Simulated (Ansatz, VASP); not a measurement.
# Zn35H2O36 (Zn vacancy with two H in ZnO): VASP beside Ansatz

Aim: how closely do two programs agree when they are given the same cell, functional and k mesh? Of the first pair: The structure shown is the start of the Ansatz relaxation below; VASP solves that cell, so the two are compared at the walk's first step.

Calculated with Ansatz 0.2.0; plane waves, with VASP 6.6.1 beside it; PBE.

## Step 1: The starting structure

The cell holds 73 atoms: 35 Zn, 36 O and 2 H. Its edges and angles: a = 9.748 Å, b = 9.748 Å, c = 10.411 Å, α = 90.0°, β = 90.0°, γ = 120.0°. It derives from ZnO (ZnO (P6_3mc)). Nearest the centre at fractional (0.537, 0.407, 0.521): H72 at 0.81 Å, H73 at 0.82 Å, O49 at 1.76 Å, O54 at 1.78 Å, O53 at 2.21 Å, O65 at 2.22 Å, Zn15 at 2.85 Å, Zn4 at 3.00 Å.

## Step 2: Ansatz: relaxation, PBE

Ansatz runs on its default PAW (the set named soft_2) files.

The two programs are compared at the cell with which this relaxation starts, whose forces are those of its first step.

File input.yaml:

```yaml
relax:
  f_tol: 0.01
  max_steps: 80
  random_displacement: { amplitude: 0.02, seed: 149 }
crystal:
  lattice:
    - [9.74792405, 0.0, 0.0]
    - [-4.87396202, 8.44194986, 0.0]
    - [0.0, 0.0, 10.411418]
  atoms:
    - { symbol: Zn, position: [0.111111111, 0.222222222, 0.249510893] }
    - { symbol: Zn, position: [0.222222222, 0.111111111, -0.000489107] }
    - { symbol: O, position: [0.222222222, 0.111111111, 0.189994107] }
    - { symbol: O, position: [0.111111111, 0.222222222, 0.439994107] }
    - { symbol: Zn, position: [0.111111111, 0.222222222, 0.749510893] }
    - { symbol: Zn, position: [0.222222222, 0.111111111, 0.499510893] }
    - { symbol: O, position: [0.222222222, 0.111111111, 0.689994107] }
    - { symbol: O, position: [0.111111111, 0.222222222, 0.939994107] }
    - { symbol: Zn, position: [0.111111111, 0.555555556, 0.249510893] }
    - { symbol: Zn, position: [0.222222222, 0.444444444, -0.000489107] }
    - { symbol: O, position: [0.222222222, 0.444444444, 0.189994107] }
    - { symbol: O, position: [0.111111111, 0.555555556, 0.439994107] }
    - { symbol: Zn, position: [0.111111111, 0.555555556, 0.749510893] }
    - { symbol: Zn, position: [0.222222222, 0.444444444, 0.499510893] }
    - { symbol: O, position: [0.222222222, 0.444444444, 0.689994107] }
    - { symbol: O, position: [0.111111111, 0.555555556, 0.939994107] }
    - { symbol: Zn, position: [0.111111111, 0.888888889, 0.249510893] }
    - { symbol: Zn, position: [0.222222222, 0.777777778, -0.000489107] }
    - { symbol: O, position: [0.222222222, 0.777777778, 0.189994107] }
    - { symbol: O, position: [0.111111111, 0.888888889, 0.439994107] }
    - { symbol: Zn, position: [0.111111111, 0.888888889, 0.749510893] }
    - { symbol: Zn, position: [0.222222222, 0.777777778, 0.499510893] }
    - { symbol: O, position: [0.222222222, 0.777777778, 0.689994107] }
    - { symbol: O, position: [0.111111111, 0.888888889, 0.939994107] }
    - { symbol: Zn, position: [0.444444444, 0.222222222, 0.249510893] }
    - { symbol: Zn, position: [0.555555556, 0.111111111, -0.000489107] }
    - { symbol: O, position: [0.555555556, 0.111111111, 0.189994107] }
    - { symbol: O, position: [0.444444444, 0.222222222, 0.439994107] }
    - { symbol: Zn, position: [0.444444444, 0.222222222, 0.749510893] }
    - { symbol: Zn, position: [0.555555556, 0.111111111, 0.499510893] }
    - { symbol: O, position: [0.555555556, 0.111111111, 0.689994107] }
    - { symbol: O, position: [0.444444444, 0.222222222, 0.939994107] }
    - { symbol: Zn, position: [0.444444444, 0.555555556, 0.249510893] }
    - { symbol: Zn, position: [0.555555556, 0.444444444, -0.000489107] }
    - { symbol: O, position: [0.555555556, 0.444444444, 0.189994107] }
    - { symbol: O, position: [0.444444444, 0.555555556, 0.439994107] }
    - { symbol: Zn, position: [0.444444444, 0.555555556, 0.749510893] }
    - { symbol: O, position: [0.555555556, 0.444444444, 0.689994107] }
    - { symbol: O, position: [0.444444444, 0.555555556, 0.939994107] }
    - { symbol: Zn, position: [0.444444444, 0.888888889, 0.249510893] }
    - { symbol: Zn, position: [0.555555556, 0.777777778, -0.000489107] }
    - { symbol: O, position: [0.555555556, 0.777777778, 0.189994107] }
    - { symbol: O, position: [0.444444444, 0.888888889, 0.439994107] }
    - { symbol: Zn, position: [0.444444444, 0.888888889, 0.749510893] }
    - { symbol: Zn, position: [0.555555556, 0.777777778, 0.499510893] }
    - { symbol: O, position: [0.555555556, 0.777777778, 0.689994107] }
    - { symbol: O, position: [0.444444444, 0.888888889, 0.939994107] }
    - { symbol: Zn, position: [0.777777778, 0.222222222, 0.249510893] }
    - { symbol: Zn, position: [0.888888889, 0.111111111, -0.000489107] }
    - { symbol: O, position: [0.888888889, 0.111111111, 0.189994107] }
    - { symbol: O, position: [0.777777778, 0.222222222, 0.439994107] }
    - { symbol: Zn, position: [0.777777778, 0.222222222, 0.749510893] }
    - { symbol: Zn, position: [0.888888889, 0.111111111, 0.499510893] }
    - { symbol: O, position: [0.888888889, 0.111111111, 0.689994107] }
    - { symbol: O, position: [0.777777778, 0.222222222, 0.939994107] }
    - { symbol: Zn, position: [0.777777778, 0.555555556, 0.249510893] }
    - { symbol: Zn, position: [0.888888889, 0.444444444, -0.000489107] }
    - { symbol: O, position: [0.888888889, 0.444444444, 0.189994107] }
    - { symbol: O, position: [0.777777778, 0.555555556, 0.439994107] }
    - { symbol: Zn, position: [0.777777778, 0.555555556, 0.749510893] }
    - { symbol: Zn, position: [0.888888889, 0.444444444, 0.499510893] }
    - { symbol: O, position: [0.888888889, 0.444444444, 0.689994107] }
    - { symbol: O, position: [0.777777778, 0.555555556, 0.939994107] }
    - { symbol: Zn, position: [0.777777778, 0.888888889, 0.249510893] }
    - { symbol: Zn, position: [0.888888889, 0.777777778, -0.000489107] }
    - { symbol: O, position: [0.888888889, 0.777777778, 0.189994107] }
    - { symbol: O, position: [0.777777778, 0.888888889, 0.439994107] }
    - { symbol: Zn, position: [0.777777778, 0.888888889, 0.749510893] }
    - { symbol: Zn, position: [0.888888889, 0.777777778, 0.499510893] }
    - { symbol: O, position: [0.888888889, 0.777777778, 0.689994107] }
    - { symbol: O, position: [0.777777778, 0.888888889, 0.939994107] }
    - { symbol: H, position: [0.555555999, 0.444444001, 0.593927893] }
    - { symbol: H, position: [0.500030999, 0.333395001, 0.469279893] }
basis:
  ecutwfc: 420
  xc_grid: 2
hamiltonian:
  xc: pbe
kpoints:
  mp_grid: { grid: [1, 1, 1], shift: [0.25, 0.25, 0.25] }
scf:
  occupations: { method: fermi_dirac, width: 0.01 }
  max_iter: 120
output:
  forces: true
checkpoint:
  write: "../relax.run"
  compress: false
  write_wavefunctions: true
  write_every: 100000
```

Command:

```bash
> ansatz run input.yaml --threads 2 --pin off --max-ram 4710MiB --backend cpu --events-out ev --progress --plain --runs-dir out
```

Numbers of over 12 decimals in the logs are rounded to 6 here.

The program printed:

```text
Engine: ansatz 0.2.0, aarch64-unknown-linux-gnu
Pseudopotentials: kind: paw
Pseudopotential: Zn, paw, valence charge 12, recommended cutoff 420 eV (normal), Zn.paw.azcp
Pseudopotential: O, paw, valence charge 6, recommended cutoff 420 eV (normal), O.paw.azcp
Pseudopotential: H, paw, valence charge 1, recommended cutoff 420 eV (normal), H.paw.azcp
Functional definition: PBE
  parameter kappa = 0.804
  parameter beta = 0.066725
  exchange = pbe_x(kappa = kappa, mu = beta*pi^2/3)
  correlation = pbe_c(beta = beta)
Crystal: 73 atoms, lattice volume = 856.771 Å³
Basis set: ecut = 420 eV, 16751 PW (Γ), exchange–correlation on 144×144×144 points (8 copies of the dense FFT grid, shifted against one another)
Bands: 392, of which v1, the nominal top of the filled ones, is band 319 counted from 1 (318 counted from 0)
Symmetry: 1 space group operations
k-points: 1
Non-local potential: Zn, projectors of the file, l = 0: 2, l = 1: 2, l = 2: 3, l = 3: 1
Non-local potential: O, projectors of the file, l = 0: 2, l = 1: 2, l = 2: 1
Non-local potential: H, projectors of the file, l = 0: 2, l = 1: 1
PAW form: soft (Blöchl's): semilocal exchange-correlation on the pseudo side does not see the compensation charge
PAW one-centre angular grid: Zn, 590 points (default); XC on 64 Gauss nodes
PAW one-centre angular grid: O, 110 points (default); XC on 64 Gauss nodes
PAW one-centre angular grid: H, 110 points (default); XC on 64 Gauss nodes
Initial density: superposition of atomic densities (neutral atoms: chi_scale 0, normalization atom), corrected by the library's trained network
Initial wavefunctions: pseudopotential atomic-orbital guess
Functional: x = pbe(κ = 0.804, μ = 0.219515), c = pbe(β = 0.066725)
SCF iter   1: F=—  HF=-136637.985901 eV  |F-HF|=—  |Δ(HF+E_count)|=         —  Δρ=2.05e-3  dr2=5.21e-2  ethr=1.77e-3  ⟨swp⟩=6.0  Hψ=1609  notcnv=0  defer=3
preconditioner: auto → Resta (q_TF=auto, 2.597 Å⁻¹)  ε∞=7.3  [insulator: Δε(μ)=2.096 eV  Ē_g=12.748 eV  σ=0.010 eV  W_gap=1.00  n_scr=242 (ndim 8)  ℏωp=32.0 eV  f_vac=0.039  D(μ)=0.00/eV (n_scr^D=0)  ε∞_Penn≈7.3]
SCF iter   2: F=—  HF=-136637.981215 eV  |F-HF|=—  |Δ(HF+E_count)|=   4.69e-3  Δρ=9.96e-4  dr2=1.58e-2  ethr=8.17e-6  ⟨swp⟩=2.0  Hψ=776  notcnv=0  defer=67
SCF iter   3: F=—  HF=-136637.979473 eV  |F-HF|=—  |Δ(HF+E_count)|=   1.74e-3  Δρ=4.78e-4  dr2=5.37e-3  ethr=2.47e-6  ⟨swp⟩=2.0  Hψ=650  notcnv=0  defer=67
SCF iter   4: F=—  HF=-136637.978331 eV  |F-HF|=—  |Δ(HF+E_count)|=   1.14e-3  Δρ=2.53e-4  dr2=6.55e-4  ethr=8.41e-7  ⟨swp⟩=2.0  Hψ=616  notcnv=0  defer=67
SCF iter   5: F=—  HF=-136637.978446 eV  |F-HF|=—  |Δ(HF+E_count)|=   1.14e-4  Δρ=1.31e-4  dr2=1.39e-4  ethr=1.03e-7  ⟨swp⟩=3.0  Hψ=611  notcnv=0  defer=67
SCF iter   6: F=—  HF=-136637.978445 eV  |F-HF|=—  |Δ(HF+E_count)|=   6.77e-7  Δρ=6.13e-5  dr2=2.76e-5  ethr=2.18e-8  ⟨swp⟩=2.0  Hψ=644  notcnv=0  defer=67
SCF iter   7: F=—  HF=-136637.978443 eV  |F-HF|=—  |Δ(HF+E_count)|=   2.14e-6  Δρ=2.41e-5  dr2=3.92e-6  ethr=4.33e-9  ⟨swp⟩=2.0  Hψ=610  notcnv=0  defer=67
SCF iter   8: F=-136637.978446 eV  HF=-136637.978446 eV  |F-HF|=1.51e-7  |Δ(HF+E_count)|=   3.01e-6  Δρ=9.63e-6  dr2=7.73e-7  ethr=3.92e-10  ⟨swp⟩=5.0  Hψ=1421  notcnv=0
SCF 1 converged in 8 iterations: F = -136637.978446 eV  dr2 = 7.73e-7
  greatest PAW one-centre occupation: 0.988 electrons in one spin orbital (limit 2), on the Zn atom at site 29 (counted from 0), in its partial waves of l = 2
relax step   1: F+E_penalty+E_count = -136637.97844616 eV  Δ(F+E_penalty+E_count) = +0.000e0 eV  max|allowed force component| = 9.595e-1 eV/Å  Δτ_max = 0.0000 Å  (8 SCF iters, dr2 threshold 2.50e-6 eV, accepted)
Initial density: handed on by an earlier stage of this run
Initial wavefunctions: those handed on with the density
iter 1 solved again at ethr=2.53e-5 eV; its pass at ethr=3.10e-3 eV (dr2=1.61e-1 eV) is discarded
SCF iter   1: F=—  HF=-136638.510584 eV  |F-HF|=—  |Δ(HF+E_count)|=         —  Δρ=7.19e-3  dr2=1.62e-1  ethr=2.53e-5  ⟨swp⟩=2.0  Hψ=1768  notcnv=0  defer=67
preconditioner: auto → Resta (q_TF=auto, 2.597 Å⁻¹)  ε∞=7.3  [insulator: Δε(μ)=2.182 eV  Ē_g=12.757 eV  σ=0.010 eV  W_gap=1.00  n_scr=242 (ndim 8)  ℏωp=32.0 eV  f_vac=0.037  D(μ)=0.00/eV (n_scr^D=0)  ε∞_Penn≈7.3]
SCF iter   2: F=—  HF=-136638.482853 eV  |F-HF|=—  |Δ(HF+E_count)|=   2.77e-2  Δρ=3.74e-3  dr2=4.48e-2  ethr=2.53e-5  ⟨swp⟩=2.0  Hψ=616  notcnv=0  defer=67
SCF iter   3: F=—  HF=-136638.483309 eV  |F-HF|=—  |Δ(HF+E_count)|=   4.56e-4  Δρ=1.18e-3  dr2=1.17e-2  ethr=7.03e-6  ⟨swp⟩=2.0  Hψ=650  notcnv=0  defer=67
SCF iter   4: F=—  HF=-136638.481711 eV  |F-HF|=—  |Δ(HF+E_count)|=   1.60e-3  Δρ=3.48e-4  dr2=1.73e-3  ethr=1.83e-6  ⟨swp⟩=2.0  Hψ=650  notcnv=0  defer=67
SCF iter   5: F=—  HF=-136638.482058 eV  |F-HF|=—  |Δ(HF+E_count)|=   3.46e-4  Δρ=2.28e-4  dr2=4.09e-4  ethr=2.71e-7  ⟨swp⟩=3.0  Hψ=645  notcnv=0  defer=67
[...]
--- Relaxed structure (7 steps of the walk, 7 accepted, 0 SCFs on fresh bases) ---
  F+E_penalty+E_count = -136638.67573633 eV   max|allowed force component| = 5.805e-3 eV/Å
  atoms:
    - { symbol: Zn, position: [0.110420, 0.222375, 0.249075] }
    - { symbol: Zn, position: [0.222213, 0.110813, -0.00167717] }
    - { symbol: O, position: [0.219392, 0.107882, 0.189514] }
    - { symbol: O, position: [0.110183, 0.222277, 0.439597] }
    - { symbol: Zn, position: [0.110598, 0.223886, 0.750631] }
    - { symbol: Zn, position: [0.215221, 0.108968, 0.499527] }
    - { symbol: O, position: [0.224299, 0.114811, 0.689107] }
    - { symbol: O, position: [0.111579, 0.222775, 0.940968] }
    - { symbol: Zn, position: [0.110034, 0.553802, 0.251255] }
    - { symbol: Zn, position: [0.223309, 0.445180, 0.00213888] }
    - { symbol: O, position: [0.224100, 0.444873, 0.191808] }
    - { symbol: O, position: [0.110479, 0.553889, 0.441688] }
    - { symbol: Zn, position: [0.111492, 0.557130, 0.750402] }
    - { symbol: Zn, position: [0.227332, 0.446069, 0.498864] }
    - { symbol: O, position: [0.220827, 0.444714, 0.691066] }
    - { symbol: O, position: [0.111212, 0.555374, 0.941275] }
    - { symbol: Zn, position: [0.107730, 0.885138, 0.250595] }
    - { symbol: Zn, position: [0.222389, 0.777632, 0.000485326] }
    - { symbol: O, position: [0.221530, 0.776696, 0.190976] }
    - { symbol: O, position: [0.110560, 0.888555, 0.441422] }
    - { symbol: Zn, position: [0.112375, 0.891442, 0.749145] }
    - { symbol: Zn, position: [0.221498, 0.775820, 0.499454] }
    - { symbol: O, position: [0.222926, 0.779612, 0.690697] }
    - { symbol: O, position: [0.110846, 0.888555, 0.939984] }
    - { symbol: Zn, position: [0.442915, 0.219313, 0.238698] }
    - { symbol: Zn, position: [0.555911, 0.110883, -0.00170295] }
    - { symbol: O, position: [0.555054, 0.107876, 0.189455] }
    - { symbol: O, position: [0.444881, 0.221078, 0.435814] }
    - { symbol: Zn, position: [0.444484, 0.222710, 0.747289] }
    - { symbol: Zn, position: [0.561583, 0.108354, 0.499788] }
    - { symbol: O, position: [0.556976, 0.114807, 0.689260] }
    - { symbol: O, position: [0.445717, 0.224323, 0.937188] }
    - { symbol: Zn, position: [0.445731, 0.551455, 0.261290] }
    - { symbol: Zn, position: [0.557034, 0.446816, 0.000295381] }
    - { symbol: O, position: [0.554252, 0.442085, 0.188921] }
    - { symbol: O, position: [0.446733, 0.547168, 0.447652] }
    - { symbol: Zn, position: [0.439776, 0.563203, 0.750334] }
    - { symbol: O, position: [0.559499, 0.453424, 0.688246] }
    - { symbol: O, position: [0.444656, 0.555491, 0.938813] }
    - { symbol: Zn, position: [0.443642, 0.885109, 0.250558] }
    - { symbol: Zn, position: [0.555371, 0.776870, 0.00223793] }
    - { symbol: O, position: [0.553702, 0.772989, 0.192036] }
    - { symbol: O, position: [0.445015, 0.888299, 0.441374] }
    - { symbol: Zn, position: [0.445128, 0.891428, 0.749291] }
    - { symbol: Zn, position: [0.553516, 0.767846, 0.497347] }
    - { symbol: O, position: [0.557026, 0.781966, 0.689645] }
    - { symbol: O, position: [0.444734, 0.888562, 0.940092] }
    - { symbol: Zn, position: [0.778373, 0.222310, 0.249012] }
[...]
- { symbol: Zn, position: [0.771988, 0.551428, 0.261094] }
    - { symbol: Zn, position: [0.888988, 0.445270, 0.00197939] }
    - { symbol: O, position: [0.887236, 0.444786, 0.191671] }
    - { symbol: O, position: [0.767363, 0.546743, 0.447447] }
    - { symbol: Zn, position: [0.788926, 0.562955, 0.749671] }
    - { symbol: Zn, position: [0.885930, 0.445805, 0.498693] }
    - { symbol: O, position: [0.889953, 0.444675, 0.690956] }
    - { symbol: O, position: [0.777753, 0.555449, 0.938399] }
    - { symbol: Zn, position: [0.776623, 0.886909, 0.250626] }
    - { symbol: Zn, position: [0.888651, 0.776705, 0.0020698] }
    - { symbol: O, position: [0.885710, 0.772963, 0.191914] }
    - { symbol: O, position: [0.777710, 0.888100, 0.440890] }
    - { symbol: Zn, position: [0.778083, 0.889979, 0.750262] }
    - { symbol: Zn, position: [0.881505, 0.767609, 0.497185] }
    - { symbol: O, position: [0.891160, 0.781928, 0.689478] }
    - { symbol: O, position: [0.777419, 0.887755, 0.941076] }
    - { symbol: H, position: [0.568967, 0.474336, 0.594858] }
    - { symbol: H, position: [0.503906, 0.336339, 0.450955] }
```

In the SCF lines HF is the Harris–Foulkes energy and dr2 the Hartree energy of the density residual, in eV; the loop may stop once dr2 is under the threshold and the program's other checks hold. Hψ counts applications of the Hamiltonian.

(Continued in part 2 of 2.)

[Lines on the potential files, build, host, timing and source positions are cut from VASP's logs without a mark.]

[Logs are printed without paths, hosts, clocks, repeated set-up lines and the standing remarks that a program may print on its own settings, such as how far it seeks lower states.]

[Hosts, paths, dates, database ids (printed as entryN), source tags and the programs' standing remarks are cut or masked in the printed files.]
